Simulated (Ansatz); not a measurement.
# SiC (Moissanite 6H): relaxation of cell and atoms with RPBE+D3(BJ)

The system is SiC (Moissanite 6H).

```
CELL_PARAMETERS angstrom
3.09500 0.00000 0.00000
-1.54750 2.68035 0.00000
0.00000 0.00000 15.17000
ATOMIC_POSITIONS crystal
Si 0.66667 0.33333 0.45830
Si 0.33333 0.66667 0.95830
Si 0.66667 0.33333 0.79170
Si 0.33333 0.66667 0.29170
Si 0.00000 0.00000 0.62500
Si 0.00000 0.00000 0.12500
C 0.66667 0.33333 0.33330
C 0.33333 0.66667 0.83330
C 0.66667 0.33333 0.66670
C 0.33333 0.66667 0.16670
C 0.00000 0.00000 0.50000
C 0.00000 0.00000 0.00000
```

* Program: Ansatz 0.2.0
* Task: relaxation of cell and atoms
* Functional: RPBE
* Dispersion: D3(BJ)
* Potentials or basis: Ansatz PAW
* Cutoff: 420 eV (not typed: the program's choice for these potentials)
* k mesh: 10 × 10 × 2
* Occupations: fermi-dirac, width 0.05 eV
* Spin: no spin polarisation

```yaml
Relaxed_volume: 9.62 Å³/atom
Relaxed_cell: a = 3.007 Å, b = 3.007 Å, c = 14.746 Å, α = 90.00°, β = 90.00°, γ = 120.00°
Space_group_after_relaxing_to_0.05_Å: P6_3mc (No. 186)
Energy_gained_by_relaxing: 52.4 meV/atom
Ionic_steps: 8
Pressure_after_relaxing: 0.0 GPa
Band_gap_on_the_k_mesh: 2.02 eV
```

Step by step:
| step | energy change (eV) | largest force (eV/Å) | volume (Å³) |
| --- | --- | --- | --- |
| 1 | 0.0000 | 0.1406 | 125.85 |
| 2 | -0.4968 | 0.0685 | 120.17 |
| 3 | -0.6373 | 0.0134 | 114.95 |
| 4 | -0.6383 | 0.0921 | 115.58 |
| 5 | -0.6389 | 0.0003 | 115.57 |
| 6 | -0.6291 | 0.0004 | 115.57 |
| 7 | -0.6293 | 0.0001 | 115.49 |
| 8 | -0.6292 | 0.0001 | 115.49 |

Final structure:
```yaml
crystal:
  lattice:
    - [3.00718, 0.00000, 0.00000]
    - [-1.50359, 2.60430, 0.00000]
    - [0.00000, 0.00000, 14.74644]
  atoms:
    - { symbol: Si, position: [0.66667, 0.33333, 0.45837] }
    - { symbol: Si, position: [0.33333, 0.66667, 0.95837] }
    - { symbol: Si, position: [0.66667, 0.33333, 0.79184] }
    - { symbol: Si, position: [0.33333, 0.66667, 0.29184] }
    - { symbol: Si, position: [0.00000, 0.00000, 0.62499] }
    - { symbol: Si, position: [0.00000, 0.00000, 0.12499] }
    - { symbol: C, position: [0.66667, 0.33333, 0.33332] }
    - { symbol: C, position: [0.33333, 0.66667, 0.83332] }
    - { symbol: C, position: [0.66667, 0.33333, 0.66679] }
    - { symbol: C, position: [0.33333, 0.66667, 0.16679] }
    - { symbol: C, position: [0.00000, 0.00000, 0.49970] }
    - { symbol: C, position: [0.00000, 0.00000, 0.99970] }
```

Run time: 26 s on 4 threads of Intel(R) Xeon(R) Processor @ 2.70GHz (shared host), peak memory 0.51 GiB.

Caveat: the plane-wave basis is chosen anew once the cell has moved, so the energies of steps on either side of that aren't comparable; the PAW data sets come from PBE, with cores solved anew for the run's functional, which leaves a small shift of forces and pressure. A k mesh can miss the band edges.
